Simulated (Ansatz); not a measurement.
Crystal: Cl, simple cubic type, 1 atom in the cell.

Level of theory: Ansatz 0.2.0 development build, PBE, plane waves, PAW datasets (generated soft set 1).

Cutoff 420 eV; k-mesh 38×38×38 Γ-centred; Fermi–Dirac smearing of 0.0612 eV; no spin polarisation.

```tsv
V (Å³/atom)	a (Å)	E − E(min) (meV/atom)	P (GPa)
22.051	2.8042	10.13	2.46
22.520	2.8239	4.31	1.54
22.989	2.8434	1.03	0.72
23.458	2.8626	0.00	0.00
23.927	2.8816	0.95	-0.63
24.397	2.9003	3.63	-1.19
24.866	2.9188	7.84	-1.68
```

Problem. Fit a third-order Birch–Murnaghan equation of state to the energies.

Solution. V₀ = 23.458 Å³/atom (a₀ = 2.863 Å), B₀ = 33.7 GPa, B₀′ = 5.38.

The published all-electron PBE values for this crystal (mean of FLEUR and WIEN2k, k-spacing 0.06 Å⁻¹; Bosoni et al., Nat. Rev. Phys. 6, 45 (2024)) are V₀ = 23.464 Å³/atom, B₀ = 33.6 GPa, B₀′ = 5.38.

The stress includes the program's correction for the finite plane-wave basis.

This cubic structure is a model: it isn't the usual form of the substance at ambient conditions, and such phases are metastable or hypothetical.
